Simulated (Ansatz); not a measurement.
# Cr (Cmcm) in Ansatz: a series of runs

The runs below take Cr through single point, with PBE.

Program: Ansatz 0.2.0. These are calculated values, not measurements. Logs are shortened: lines on timing, memory, paths and dates and some standing lists are left out, and cuts for length are marked.

## Step 1: The structure

The structure is orthorhombic, space group Cmcm (No. 63). The conventional cell has a = 2.294 Å, b = 4.934 Å, c = 4.064 Å, α = 90.00°, β = 90.00°, γ = 90.00°. Cr (site symmetry m2m) is surrounded by 8 Cr at 2.29 to 2.62 Å.

This isn't the form of Cr at room conditions, which is bcc.

## Step 2: Single point, PBE, collinear spin, ferrimagnetic start

input.yaml reads:

```yaml
crystal:
  lattice:
    - [1.147050505, -2.46702512, 0.0]
    - [1.147050505, 2.46702512, 0.0]
    - [0.0, 0.0, 4.06431074]
  atoms:
    - { symbol: Cr, position: [0.87053258, 0.12946742, 0.75], spin: 3.0 }
    - { symbol: Cr, position: [0.12946742, 0.87053258, 0.25], spin: -1.5 }
hamiltonian:
  xc: pbe
  pseudopotentials: { kind: paw }
magnetization:
  spin_polarized: true
kpoints:
  mp_grid: { grid: [13, 13, 7] }
scf:
  occupations: { method: fermi_dirac, width: 0.05 }
output:
  forces: true
  stress: true
  eigenvalues: true
  write_density: true
  write_potential: true
  elf: true
  volumetric_format: npy
```

Potentials or basis: Ansatz PAW.

The run is started by

```
$ ansatz run input.yaml --threads 2 --pin off --max-ram 5632MiB --backend cpu --events-out ev --progress --plain --runs-dir out
```

Log:

```text
Warning: RAYON_NUM_THREADS=2 ignored (pool sized by the plan → 2); use --threads N
Engine: ansatz 0.2.0, aarch64-unknown-linux-gnu
Pseudopotentials: kind: paw
Pseudopotential: Cr, paw, valence charge 14, recommended cutoff 420 eV (normal), Cr.paw.azcp
Functional definition: PBE
  parameter kappa = 0.804
  parameter beta = 0.06672455060314922
  exchange = pbe_x(kappa = kappa, mu = beta*pi^2/3)
  correlation = pbe_c(beta = beta)
Crystal: 2 atoms, lattice volume = 23.002 Å³
Basis set: ecut = 420 eV, 459 PW (Γ), exchange–correlation on 40×40×60 points (8 copies of the dense FFT grid, shifted against one another)
Bands: 21, of which v1, the nominal top of the filled ones, is band 14 counted from 1 (13 counted from 0)
Symmetry: 4 space group operations
Space group: Amm2 (ITA 38), of the structure as read, at distance tolerance 2.8e-5 Å
Magnetic group: BNS 38.187 (UNI 285), of the structure as read, at distance tolerance 2.8e-5 Å
k-points: 196 of 1183 (time reversal used)
Non-local potential: Cr, projectors of the file, l = 0: 3, l = 1: 2, l = 2: 3, l = 3: 1
PAW form: soft (Blöchl's): semilocal exchange-correlation on the pseudo side does not see the compensation charge
PAW one-centre angular grid: Cr, 590 points (default); XC on 64 Gauss nodes
Initial density: superposition of atomic densities (chi_scale 0.1, normalization cell)
Starting moments: Σ|m| = 4.5 μB on 2 of 2 sites
Initial wavefunctions: pseudopotential atomic-orbital guess
Functional: x = pbe(κ = 0.804, μ = 0.2195149727645171), c = pbe(β = 0.06672455060314922)
SCF iter   1: F=—  HF=-6760.547849 eV  |F-HF|=—  |Δ(HF+E_count)|=         —  Δρ=2.23e-1 (↑2.23e-1 ↓1.75e-1)  dr2=9.73e0  dr2_m=5.71e0  M=0.266 μB ∫|m|=0.612 μB  β_m=0.30  ethr=3.10e-3  ⟨swp⟩=3.6  Hψ=28793  notcnv=0
Mixer restart at iter 1: flushing history
preconditioner: auto → none  [metal: Δε(μ)=0.005 eV  Ē_g=7.009 eV  σ=0.050 eV  W_gap=0.02  n_scr=4 (ndim 8)  ℏωp=26.8 eV  f_vac=0.000  D(μ)=2.24/eV (n_scr^D=26)  sad-step TF]
SCF iter   2: F=—  HF=-6756.463564 eV  |F-HF|=—  |Δ(HF+E_count)|=    4.08e0  Δρ=1.41e-1 (↑1.41e-1 ↓1.14e-1)  dr2=3.05e0  dr2_m=2.67e0  M=0.250 μB ∫|m|=0.644 μB  β_m=0.53  ethr=3.10e-3  ⟨swp⟩=2.0  Hψ=17983  notcnv=0  defer=396
SCF iter   3: F=—  HF=-6754.798221 eV  |F-HF|=—  |Δ(HF+E_count)|=    1.67e0  Δρ=3.57e-2 (↑3.57e-2 ↓3.15e-2)  dr2=1.14e-1  dr2_m=2.07e-1  M=0.116 μB ∫|m|=0.418 μB  β_m=0.65  ethr=3.10e-3  ⟨swp⟩=2.9  Hψ=16090  notcnv=0  defer=387
SCF iter   4: F=—  HF=-6754.801769 eV  |F-HF|=—  |Δ(HF+E_count)|=   3.55e-3  Δρ=8.85e-3 (↑8.85e-3 ↓6.96e-3)  dr2=1.38e-2  dr2_m=1.01e-2  M=0.029 μB ∫|m|=0.142 μB  β_m=0.82  ethr=4.07e-4  ⟨swp⟩=2.2  Hψ=15861  notcnv=0  defer=309
SCF iter   5: F=—  HF=-6754.815801 eV  |F-HF|=—  |Δ(HF+E_count)|=   1.40e-2  Δρ=1.14e-2 (↑7.20e-3 ↓1.14e-2)  dr2=1.16e-1  dr2_m=1.10e-3  M=0.009 μB ∫|m|=0.045 μB  β_m=0.65  ethr=4.92e-5  ⟨swp⟩=2.5  Hψ=15402  notcnv=0  defer=308  recentre
SCF iter   6: F=—  HF=-6754.811057 eV  |F-HF|=—  |Δ(HF+E_count)|=   4.74e-3  Δρ=6.41e-3 (↑5.11e-3 ↓6.41e-3)  dr2=3.95e-2  dr2_m=1.90e-4  M=-0.006 μB ∫|m|=0.007 μB  β_m=0.53  ethr=4.92e-5  ⟨swp⟩=2.6  Hψ=16668  notcnv=0  defer=308
SCF iter   7: F=—  HF=-6754.808989 eV  |F-HF|=—  |Δ(HF+E_count)|=   2.07e-3  Δρ=9.10e-4 (↑9.10e-4 ↓8.94e-4)  dr2=1.65e-5  dr2_m=1.63e-4  M=0.003 μB ∫|m|=0.021 μB  β_m=0.76  ethr=4.92e-5  ⟨swp⟩=2.2  Hψ=13545  notcnv=0  defer=308
SCF iter   8: F=—  HF=-6754.809005 eV  |F-HF|=—  |Δ(HF+E_count)|=   1.67e-5  Δρ=3.23e-4 (↑2.82e-4 ↓3.23e-4)  dr2=2.74e-5  dr2_m=1.04e-5  M=0.000 μB ∫|m|=0.005 μB  β_m=0.88  ethr=5.88e-8  ⟨swp⟩=2.0  Hψ=14238  notcnv=0  defer=308
SCF iter   9: F=—  HF=-6754.809004 eV  |F-HF|=—  |Δ(HF+E_count)|=   1.31e-6  Δρ=3.65e-5 (↑3.65e-5 ↓2.26e-5)  dr2=1.05e-7  dr2_m=1.64e-7  M=-0.000 μB ∫|m|=0.000 μB  β_m=0.93  ethr=5.88e-8  ⟨swp⟩=2.0  Hψ=12728  notcnv=0  defer=308
SCF iter  10: F=—  HF=-6754.809004 eV  |F-HF|=—  |Δ(HF+E_count)|=   2.09e-8  Δρ=1.59e-5 (↑1.54e-5 ↓1.59e-5)  dr2=1.73e-8  dr2_m=4.66e-8  M=-0.000 μB ∫|m|=0.000 μB  β_m=0.87  ethr=3.76e-10  ⟨swp⟩=2.3  Hψ=13057  notcnv=0  defer=308
SCF iter  11: F=—  HF=-6754.809004 eV  |F-HF|=—  |Δ(HF+E_count)|=   3.37e-9  Δρ=2.71e-6 (↑1.64e-6 ↓2.71e-6)  dr2=9.25e-10  dr2_m=7.65e-10  M=0.000 μB ∫|m|=0.000 μB  β_m=0.85  ethr=6.19e-11  ⟨swp⟩=2.1  Hψ=12470  notcnv=0  defer=308
SCF iter  12: F=—  HF=-6754.809004 eV  |F-HF|=—  |Δ(HF+E_count)|=  3.27e-10  Δρ=9.65e-7 (↑5.82e-7 ↓9.65e-7)  dr2=9.85e-11  dr2_m=1.04e-10  M=0.000 μB ∫|m|=0.000 μB  β_m=0.92  ethr=3.30e-12  ⟨swp⟩=2.1  Hψ=12878  notcnv=0  defer=308
SCF iter  13: F=-6754.809004 eV  HF=-6754.809004 eV  |F-HF|=7.19e-11  |Δ(HF+E_count)|=  6.73e-11  Δρ=4.11e-7 (↑4.11e-7 ↓3.52e-7)  dr2=8.22e-11  dr2_m=8.88e-12  M=0.000 μB ∫|m|=0.000 μB  ethr=1.00e-12  ⟨swp⟩=5.9  Hψ=36994  notcnv=0
SCF 1 converged in 13 iterations: F = -6754.809004 eV  dr2 = 8.22e-11
WARN: the starting moments were not kept: the SCF closed with an absolute magnetisation of 9.2e-6 μB, where they sum to 4.5 μB in size (2 sites). That is at most 0.1 of that sum. Measured as dr2_m measures the in/out step, that magnetisation stands 4.2e-11 eV from none, at or under the dr2_threshold of 1.0e-7 eV: it is no larger than a step whose dr2_m would equal this threshold. The system may hold no moment; this SCF shows only that its start led to no more than that. To try another start: raise the starting moments (crystal.atoms[].spin, magnetization.per_species, magnetization.initial_magnetization, or on a non-collinear deck that types none of these the spinor_matrix: blocks that start its atoms; where the total moment is fixed, keep their sum and leave initial_magnetization as it is; typed ones take the place of any that the run laid by itself, positive ones on a crystal's lanthanoids without a Hubbard term where scf.initial_density.shell_occupations: [] is typed) or, if the notice of its spin-set hold's release reads "site moments contracting" or "site moments show no strong build", lengthen the hold (scf.mixing.spin_hold: { on: { confirm: 4 } }; for m-r²SCAN on two components see the key's manual first). Each may lead to a state that holds a moment. A second SCF, from the converged charge density, with the starting moments and any scf.initial_density.shell_occupations laid on it anew, would have followed, and was not run: the deck does not ask for one (magnetization.retry_lost_moments is false, the default). To let it run, set magnetization.retry_lost_moments: true and run the deck again, where that key's refused combinations let it; where memory then withholds it, that run's warning says so.
SCF converged after 13 iterations
Magnetization: 0.0000 μB (14.0000 up, 14.0000 down)
Absolute magnetization: 0.0000 μB (∫|ρ↑−ρ↓|, with the PAW one-centre terms)
Spin contamination: 0.0000 ħ² per cell (⟨S²⟩ above its minimum at these occupations)
Per-site moments (μB) at R_I (Å): [(4.081606272167392e-6, 0.946316666625), (3.5652360244920973e-6, 0.946316666625)]
Free energy (F): -6754.809004 eV
Harris-Foulkes:  -6754.809004 eV  (|F-HF|=7.19e-11)
Internal energy: -6754.785599 eV  (E = F + TS)
E sigma→0 (E₀):  -6754.797302 eV
Entropy (-TS):   -0.023405 eV (-11.702 meV/atom)
Fermi energy:    19.510044 eV
--- Per-component energies (eV) ---
  E_band       = -283.514098
  E_kinetic    = 689.215187
  E_local      = -2367.796022  (includes V_loc(G=0)·N_el)
  E_nonlocal   = 159.022584
  E_hartree    = 1037.614038
  E_xc         = -280.610032
  E_vxc        = -358.080873  (∫ρ·V_xc dr)
  E_paw        = -2391.186157  (= ΣΔE_a)
  E_vpaw       = -481.103897  (= ΣTr[D̂ρ^β])
  E_aug_tail   = 0.000739  (compensation charges beyond the density's cutoff)
  E_ewald      = -3601.045936
  E_smearing   = -0.023405  (= −TS)
  E_closure    = 0.000000  (closes the sum)
  Σ components = -6754.809004   (vs F -6754.809004, Δ=0.00e0)
--- Forces (eV/Å), atoms counted from 1 ---
  atom   1  Cr     0.00000000     0.18162542     0.00000000
  atom   2  Cr     0.00000000    -0.18162403     0.00000000
  max |Σ_I F_I| component: 1.39e-6 eV/Å
--- Stress (GPa, compression-positive) ---
        7.635439       0.000000       0.000000
        0.000000       4.294687       0.000000
        0.000000       0.000000      10.805338
  P = ⅓ Tr σ = 7.5785 GPa (75.785 kbar)
--- Band table (eV; the first three rows and the last of 392) ---
  k-point 0 ↑: bands = ["-52.2507", "-52.0384", "-23.9282", "-23.3723", "-23.1222", "-22.9616", "-22.8707", "-22.8593", "11.6672", "15.1571", "17.3386", "17.5635", "18.6412", "19.6946", "20.4927", "20.5406", "20.5770", "21.2321", "21.3846", "22.1042", "29.3127"]
  k-point 1 ↑: bands = ["-52.2404", "-52.0490", "-23.8830", "-23.3623", "-23.1338", "-23.0092", "-22.8701", "-22.8598", "11.8878", "15.1528", "17.3381", "17.5557", "18.8098", "19.5191", "19.9432", "20.4054", "20.4501", "21.3904", "21.5163", "21.9024", "30.1796"]
  k-point 2 ↑: bands = ["-52.2112", "-52.0788", "-23.7559", "-23.3387", "-23.1658", "-23.1367", "-22.8685", "-22.8614", "12.5178", "15.0038", "17.3952", "17.5409", "18.8557", "19.0648", "19.3187", "20.2038", "20.2409", "21.3704", "21.6495", "21.7310", "32.2343"]
  k-point 195 ↓: bands = ["-52.0930", "-52.0837", "-23.8902", "-23.8783", "-23.1766", "-23.1503", "-22.9296", "-22.8974", "15.1278", "15.2373", "16.6420", "16.9547", "19.4856", "19.5983", "20.8213", "21.2918", "21.7907", "21.9101", "21.9155", "22.3147", "28.6042"]
```

Wall time 59 s (2 threads of Arm Neoverse V1, shared host); peak memory 0.56 GiB.

Results:

| Property | Result |
| --- | --- |
| Free energy | -6754.8090 eV |
| Pressure | 7.6 GPa |
| Largest force | 0.182 eV/Å |
| Band gap on the k mesh | none (metal or under the smearing width) |
| Net moment | 0.00 μB per cell |
| Absolute moment | 0.00 μB per cell |

Forces in eV/Å, atoms in the order of the input:
```
Cr   0.000  0.182  0.000
Cr   0.000 -0.182  0.000
```

Caveat: the starting moments collapsed, and a magnetic state may lie lower; the starting moments weren't kept.

## Step 3: Single point, PBE, collinear spin, random start

input.yaml reads:

```yaml
crystal:
  lattice:
    - [1.147050505, -2.46702512, 0.0]
    - [1.147050505, 2.46702512, 0.0]
    - [0.0, 0.0, 4.06431074]
  atoms:
    - { symbol: Cr, position: [0.87053258, 0.12946742, 0.75], spin: -1.14 }
    - { symbol: Cr, position: [0.12946742, 0.87053258, 0.25], spin: 2.22 }
hamiltonian:
  xc: pbe
  pseudopotentials: { kind: paw }
magnetization:
  spin_polarized: true
kpoints:
  mp_grid: { grid: [13, 13, 7] }
scf:
  occupations: { method: fermi_dirac, width: 0.05 }
output:
  forces: true
  stress: true
  eigenvalues: true
```

Potentials or basis: Ansatz PAW.

The run is started by

```
$ ansatz run input.yaml --threads 2 --pin off --max-ram 5632MiB --backend cpu --events-out ev --progress --plain --runs-dir out
```

Wall time 53 s (2 threads of Arm Neoverse V1, shared host); peak memory 0.55 GiB.

The run converged. Its results:

- Free energy: -6754.8090 eV
- Pressure: 7.6 GPa
- Largest force: 0.182 eV/Å
- Band gap on the k mesh: none (metal or under the smearing width)
- Net moment: 0.00 μB per cell
- Absolute moment: 0.00 μB per cell

Forces in eV/Å, atoms in the order of the input:
```
Cr   0.000  0.182  0.000
Cr   0.000 -0.182  0.000
```

Stress tensor (GPa, compression positive):
```
 7.64  0.00  0.00
 0.00  4.29  0.00
 0.00  0.00 10.81
```

Levels at points of the mesh, in eV from the Fermi level:
Spin up:
```tsv
k point	band 10	band 11	band 12	band 13	band 14	band 15	band 16	band 17	band 18	band 19
(0.00, 0.00, 0.00)	-4.35	-2.17	-1.95	-0.87	0.18	0.98	1.03	1.07	1.72	1.87
```
Spin down:
| k point | band 11 | band 12 | band 13 | band 14 | band 15 | band 16 | band 17 | band 18 |
| --- | --- | --- | --- | --- | --- | --- | --- | --- |
| (0.00, 0.00, 0.00) | -2.17 | -1.95 | -0.87 | 0.18 | 0.98 | 1.03 | 1.07 | 1.72 |

Caveat: the starting moments collapsed, and a magnetic state may lie lower; the starting moments weren't kept.

## Step 4: Single point, PBE, collinear spin, ferromagnetic start

input.yaml: that of step 3 with these lines changed.

```diff
@@ -6,4 +6,4 @@
   atoms:
-    - { symbol: Cr, position: [0.87053258, 0.12946742, 0.75], spin: -1.14 }
-    - { symbol: Cr, position: [0.12946742, 0.87053258, 0.25], spin: 2.22 }
+    - { symbol: Cr, position: [0.87053258, 0.12946742, 0.75], spin: 4.5 }
+    - { symbol: Cr, position: [0.12946742, 0.87053258, 0.25], spin: 4.5 }
 hamiltonian:
```

The run is started by

```
$ ansatz run input.yaml --threads 2 --pin off --max-ram 5632MiB --backend cpu --events-out ev --progress --plain --runs-dir out
```

Wall time 12 s (2 threads of Arm Neoverse V1, shared host); peak memory 0.45 GiB.

The run converged. Its results:

| Item | Value |
| --- | --- |
| Free energy | -6754.8090 eV |
| Pressure | 7.6 GPa |
| Largest force | 0.182 eV/Å |
| Band gap on the k mesh | none (metal or under the smearing width) |
| Net moment | 0.00 μB per cell |
| Absolute moment | 0.00 μB per cell |

Forces on the atoms (eV/Å):
```
Cr   0.000  0.182  0.000
Cr   0.000 -0.182  0.000
```

Stress tensor (GPa, compression positive):
```
 7.64  0.00  0.00
 0.00  4.29  0.00
 0.00  0.00 10.81
```

Levels at points of the mesh, in eV from the Fermi level:
Spin up:
```csv
k point,band 11,band 12,band 13,band 14,band 15,band 16,band 17,band 18
"(0.00, 0.00, 0.00)",-2.17,-1.95,-0.87,0.18,0.98,1.03,1.07,1.72
```
Spin down:
| k point | band 12 | band 13 | band 14 | band 15 | band 16 | band 17 |
| --- | --- | --- | --- | --- | --- | --- |
| (0.00, 0.00, 0.00) | -1.95 | -0.87 | 0.18 | 0.98 | 1.03 | 1.07 |

Caveat: the starting moments collapsed, and a magnetic state may lie lower; the starting moments weren't kept.

## Step 5: Single point, PBE, non-collinear spin, random start

input.yaml reads:

```yaml
crystal:
  lattice:
    - [1.147050505, -2.46702512, 0.0]
    - [1.147050505, 2.46702512, 0.0]
    - [0.0, 0.0, 4.06431074]
  atoms:
    - { symbol: Cr, position: [0.87053258, 0.12946742, 0.75], spin: 1.14, spin_axis: [-0.111, -1.129, -0.111] }
    - { symbol: Cr, position: [0.12946742, 0.87053258, 0.25], spin: 2.22, spin_axis: [-0.449, -0.581, 2.095] }
hamiltonian:
  xc: pbe
  pseudopotentials: { kind: paw }
magnetization:
  noncollinear: true
  spin_orbit: false
kpoints:
  mp_grid: { grid: [9, 9, 5] }
scf:
  occupations: { method: fermi_dirac, width: 0.05 }
output:
  forces: true
  stress: true
  eigenvalues: true
  write_density: true
  write_potential: true
  elf: true
  volumetric_format: npy
```

Potentials or basis: Ansatz PAW.

The run is started by

```
$ ansatz run input.yaml --threads 2 --pin off --max-ram 5632MiB --backend cpu --events-out ev --progress --plain --runs-dir out
```

Log:

```text
Warning: RAYON_NUM_THREADS=2 ignored (pool sized by the plan → 2); use --threads N
[... 8 set-up lines as earlier in the session ...]
Crystal: 2 atoms, lattice volume = 23.002 Å³
Basis set: ecut = 420 eV, 459 PW (Γ), exchange–correlation on 40×40×60 points (8 copies of the dense FFT grid, shifted against one another)
Bands: 36, of which v1, the nominal top of the filled ones, is band 28 counted from 1 (27 counted from 0)
Symmetry: 4 space group operations + 4 with time reversal
Moments: of one size on atoms that these operations exchange, one fixing the others by the rotation that the starting moments gave each, and all in one plane where the starting moments lie in one or along one axis (crystal.symmetry.detect: false holds none)
k-points: 75 of 405 (time reversal used)
[... 1 set-up line as earlier in the session ...]
[... 55 lines left out ...]
  E_hartree    = 1037.523636
  E_xc         = -280.618066
  E_vxc        = -358.091100  (∫ρ·V_xc dr)
  E_paw        = -2391.138024  (= ΣΔE_a)
  E_vpaw       = -481.010626  (= ΣTr[D̂ρ^β])
  E_aug_tail   = 0.000739  (compensation charges beyond the density's cutoff)
  E_ewald      = -3601.045936
  E_smearing   = -0.023627  (= −TS)
  E_closure    = 0.000000  (closes the sum)
  Σ components = -6754.807129   (vs F -6754.807129, Δ=0.00e0)
--- Forces (eV/Å), atoms counted from 1 ---
  atom   1  Cr     0.00000000     0.19206074     0.00000000
  atom   2  Cr     0.00000000    -0.19206048     0.00000000
  max |Σ_I F_I| component: 2.63e-7 eV/Å
--- Stress (GPa, compression-positive) ---
        7.044460       0.000000       0.000000
        0.000000       5.018279       0.000000
        0.000000       0.000000      11.463081
  P = ⅓ Tr σ = 7.8419 GPa (78.419 kbar)
--- Band table (eV; the first three rows and the last of 75) ---
  k-point 0: bands = ["-52.2532", "-52.2532", "-52.0408", "-52.0408", "-23.9362", "-23.9362", "-23.3800", "-23.3800", "-23.1300", "-23.1300", "-22.9698", "-22.9698", "-22.8618", "-22.8618", "-22.8504", "-22.8504", "11.6668", "11.6668", "15.1532", "15.1532", "17.3450", "17.3450", "17.5710", "17.5710", "18.6324", "18.6324", "19.6860", "19.6860", "20.4903", "20.4903", "20.5423", "20.5423", "20.5786", "20.5786", "21.2334", "21.2334"]
  k-point 1: bands = ["-52.2332", "-52.2332", "-52.0613", "-52.0613", "-23.8490", "-23.8490", "-23.3611", "-23.3611", "-23.1522", "-23.1522", "-23.0608", "-23.0608", "-22.8607", "-22.8607", "-22.8514", "-22.8514", "12.0945", "12.0945", "15.1247", "15.1247", "17.3538", "17.3538", "17.5567", "17.5567", "18.9439", "18.9439", "19.3539", "19.3539", "19.5371", "19.5371", "20.3214", "20.3214", "20.3656", "20.3656", "21.4977", "21.4978"]
  k-point 2: bands = ["-52.1805", "-52.1805", "-52.1149", "-52.1149", "-23.6196", "-23.6196", "-23.3640", "-23.3640", "-23.2428", "-23.2428", "-23.2084", "-23.2084", "-22.8577", "-22.8577", "-22.8542", "-22.8542", "13.2452", "13.2452", "14.5697", "14.5697", "17.5106", "17.5106", "17.5475", "17.5475", "18.3399", "18.3400", "18.6206", "18.6206", "19.7909", "19.7909", "20.1043", "20.1043", "20.1235", "20.1235", "20.8038", "20.8039"]
  k-point 74: bands = ["-52.0994", "-52.0993", "-52.0841", "-52.0841", "-23.8904", "-23.8904", "-23.8666", "-23.8666", "-23.2032", "-23.2032", "-23.1569", "-23.1569", "-22.9260", "-22.9260", "-22.8816", "-22.8816", "15.1098", "15.1098", "15.3131", "15.3131", "16.6056", "16.6057", "17.0319", "17.0319", "19.2541", "19.2541", "19.3947", "19.3947", "20.7310", "20.7310", "21.3676", "21.3676", "21.7601", "21.7601", "21.8473", "21.8473"]
```

rho_z.tsv:

```text
# z_ang	rho[e/angstrom^3]	m_x[e/angstrom^3]	m_y[e/angstrom^3]	m_z[e/angstrom^3]	m_norm[e/angstrom^3]
# format = ansatz-planar-average/11
# lattice	1.147050505	-2.467025120	0.000000000
# lattice	1.147050505	2.467025120	0.000000000
# lattice	0.000000000	0.000000000	4.064310740
# sites	2
# site	24	1.147050505	-1.828226365	3.048233055
# site	24	1.147050505	1.828226365	1.016077685
0.000000	3.317052e-1	-8.402760e-9	8.213772e-8	9.857142e-8	3.321992e-7
0.135477	3.506775e-1	-1.995118e-9	-3.261488e-8	-9.859841e-9	3.291941e-7
0.270954	4.328812e-1	3.555406e-9	-1.755225e-7	-1.315541e-7	4.229169e-7
0.406431	6.427322e-1	2.437805e-8	-3.395555e-7	-3.506035e-7	6.220159e-7
0.541908	1.040974e0	6.568129e-8	-4.710993e-7	-6.613922e-7	8.770600e-7
0.677385	1.617688e0	9.502204e-8	-5.841993e-7	-8.947132e-7	1.108829e-6
[... 22 lines left out ...]
3.793357	4.328812e-1	-2.797150e-8	3.398753e-7	3.705422e-7	5.456664e-7
3.928834	3.506775e-1	-1.597069e-8	1.981431e-7	2.141744e-7	3.918443e-7
```

It took 40 s on 2 threads of Arm Neoverse V1, shared host; peak memory 0.39 GiB.

Results:

- Free energy: -6754.8071 eV
- Pressure: 7.8 GPa
- Largest force: 0.192 eV/Å
- Band gap on the k mesh: none (metal or under the smearing width)
- Net moment: 0.00 μB per cell
- Absolute moment: 0.00 μB per cell

Forces in eV/Å, atoms in the order of the input:
```
Cr   0.000  0.192  0.000
Cr   0.000 -0.192  0.000
```

Levels at points of the mesh, in eV from the Fermi level:
```
           k point  band 25  band 26  band 27  band 28  band 29  band 30  band 31  band 32
(0.00, 0.00, 0.00)    -0.86    -0.86     0.19     0.19     1.00     1.00     1.05     1.05
```

Moments on the atoms (μB; x, y, z):
```
Cr  0.00 0.00 0.00
Cr  0.00 0.00 0.00
```

Caveat: the starting moments collapsed, and a magnetic state may lie lower; the starting moments weren't kept.
